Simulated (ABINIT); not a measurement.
Write the native input for ABINIT 10.8.3 (patched build) that does the following.

```
Task                : equation of state
Functional          : AM05
Potentials or basis : PseudoDojo NC SR PBEsol v0.4.1 standard
Cutoff              : 1116 eV
k mesh              : 10 × 10 × 10
Occupations         : fermi-dirac, width 0.05 eV
Spin                : no spin polarisation
```

SiC (Moissanite 3C):

```xyz
2
Lattice="0.0000 2.1790 2.1790 2.1790 0.0000 2.1790 2.1790 2.1790 0.0000" Properties=species:S:1:pos:R:3 pbc="T T T"
Si    0.0000    0.0000    0.0000
C     3.2685    3.2685    3.2685
```

One way to write it, as run:

run.abi

```
# Datasets: one volume each
ndtset 7
getwfk -1
scalecart1 3*0.9795861087
scalecart2 3*0.9864848297
scalecart3 3*0.9932883884
scalecart4 3*1.0000000000
scalecart5 3*1.0066227096
scalecart6 3*1.0131594038
scalecart7 3*1.0196128224

# Pseudopotentials
pp_dirpath "./"
pseudos "Si.upf, C.upf"

# Structure
acell 3.0815713524 3.0815713524 3.0815713524 Angstrom
rprim
     0.0000000000     0.7071067812     0.7071067812
     0.7071067812     0.0000000000     0.7071067812
     0.7071067812     0.7071067812     0.0000000000
ntypat 2
znucl 14 6
natom 2
typat 1 2
xred
     0.0000000000     0.0000000000     0.0000000000
     0.7500000000     0.7500000000     0.7500000000

# Plane-wave basis
ecut 1115.666836 eV

# k points
kptopt 1
ngkpt 10 10 10
nshiftk 1
shiftk 0.0 0.0 0.0

# Exchange and correlation
ixc -120135

# Bands and occupations
nband 8
occopt 3
tsmear 0.05 eV

# SCF cycle
nstep 100
tolvrs 1.0e-10

# Output
iomode 3
prtwf 1
prtden 0
prteig 0
prtebands 0
enunit 2
```

Potentials or basis: PseudoDojo NC SR PBEsol v0.4.1 standard.

Launch:

```bash
$ abinit run.abi > log 2>&1
```

It gave:

```json
{"Equilibrium volume": "10.32 Å³/atom", "Bulk modulus": "221 GPa", "Pressure derivative of the bulk modulus": "3.9"}
```

Caveat: pressures at fixed basis lie under the slope of the energies; the potentials were made for another functional, which shifts forces and pressure.

Run time: 93 s on 1 thread of Arm Neoverse V2, with other jobs on the host, peak memory 0.11 GiB.
